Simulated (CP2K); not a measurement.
Runs of CP2K 2026.2 on Cl. The structure is orthorhombic, space group Cmce (No. 64). Conventional cell: a = 6.290 Å, b = 4.500 Å, c = 8.210 Å, α = 90.00°, β = 90.00°, γ = 90.00°. Cl (site symmetry m) has 1 Cl at 2.02 Å as nearest neighbours. 

| level | potentials or basis | smearing | NGRIDS | basis sets | potentials | points a segment of the path (NPOINTS) | bands added on the path | gap on the mesh (eV) | pressure (GPa) | largest force (eV/Å) |
| --- | --- | --- | --- | --- | --- | --- | --- | --- | --- | --- |
| r2SCAN | POTENTIAL_UZH Cl GTH-SCAN-q7; TZVP-MOLOPT-SCAN-GTH basis | fermi-dirac 0.01 eV | 5 | Cl TZVP-MOLOPT-SCAN-GTH-q7 | Cl GTH-SCAN-q7 of POTENTIAL_UZH | 8 | 4 | 2.82 | (b) | 0.15 |
| PBEsol | POTENTIAL_UZH Cl GTH-PBE-q7; TZVP-MOLOPT-PBE-GTH basis | fermi-dirac 0.1 eV | 5 | Cl TZVP-MOLOPT-PBE-GTH-q7 | Cl GTH-PBE-q7 of POTENTIAL_UZH | 6 | 2 | 2.42 | (c) | 0.20 |
| LDA | GTH_POTENTIALS Cl GTH-PADE-q7; TZVP-MOLOPT-PBE-GTH basis | fermi-dirac 0.1 eV | 5 | Cl TZVP-MOLOPT-PBE-GTH-q7 | Cl GTH-PADE-q7 of GTH_POTENTIALS | 8 | 6 | (a) | -2.0 | 0.14 |
| TB-mBJ | POTENTIAL_UZH Cl GTH-PBE-q7; TZVP-MOLOPT-PBE-GTH basis | fermi-dirac 0.05 eV | 4 | Cl TZVP-MOLOPT-PBE-GTH-q7 | Cl GTH-PBE-q7 of POTENTIAL_UZH | 8 | 6 | 3.11 | - | - |

Alike in all rows: task band structure; no spin polarisation; cell as given; k mesh 7 × 7 × 4.

Fill in the values left out.

(a) 2.34; (b) -0.2; (c) -0.3.

Caveats: the basis of atomic orbitals isn't converged, which shifts pressures, moduli and gaps; the mesh misses the band edges, which the band path finds closer together (some runs); the potentials were made for another functional, which shifts forces and pressure (some runs); this is a model potential without an energy functional, so only levels have meaning (some runs).
